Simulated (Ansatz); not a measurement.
Correlation energies of C$_{2}$H$_{3}$O$_{2}$−, SMILES `CC(=O)[O-]` by basis set

```json
{"atom": "C1", "x (Å)": "0.042", "y (Å)": "-0.617", "z (Å)": "0.221"}
{"atom": "C2", "x (Å)": "-0.090", "y (Å)": "0.838", "z (Å)": "-0.299"}
{"atom": "O3", "x (Å)": "0.114", "y (Å)": "1.731", "z (Å)": "0.550"}
{"atom": "O4", "x (Å)": "-0.360", "y (Å)": "0.958", "z (Å)": "-1.513"}
{"atom": "H5", "x (Å)": "-0.523", "y (Å)": "-1.315", "z (Å)": "-0.403"}
{"atom": "H6", "x (Å)": "-0.281", "y (Å)": "-0.690", "z (Å)": "1.263"}
{"atom": "H7", "x (Å)": "1.099", "y (Å)": "-0.905", "z (Å)": "0.181"}
```

The species carries charge -1 and has multiplicity 1. The structure was optimised at the PBE0-D4/def2-TZVPD level. Frozen core, restricted reference, the Gaussian-basis code of Ansatz. CBS rows extrapolate triple and quadruple zeta.

```json
{"basis": "def2-SVPD", "HF (Eh)": "-227.08207", "MP2 corr.": "-0.67884", "CCSD corr.": "?", "(T)": "-0.02610", "CCSD(T) total": "?"}
{"basis": "def2-TZVPPD", "HF (Eh)": "?", "MP2 corr.": "-0.81540", "CCSD corr.": "?", "(T)": "-0.03677", "CCSD(T) total": "?"}
{"basis": "def2-QZVPPD", "HF (Eh)": "-227.34649", "MP2 corr.": "-0.87219", "CCSD corr.": "-0.87213", "(T)": "-0.04044", "CCSD(T) total": "-228.25906"}
{"basis": "CBS(def2)", "HF (Eh)": "?", "MP2 corr.": "-0.91425", "CCSD corr.": "-0.90805", "(T)": "-0.04315", "CCSD(T) total": "?"}
```

Question: Fill in the withheld values. (Best estimate.)

Answer: Computed: def2-SVPD CCSD corr.: -0.69572; def2-SVPD CCSD(T) total: -227.80389; def2-TZVPPD HF (Eh): -227.33712; def2-TZVPPD CCSD corr.: -0.82364; def2-TZVPPD CCSD(T) total: -228.19753; CBS(def2) HF (Eh): -227.34778; CBS(def2) CCSD(T) total: -228.29898.
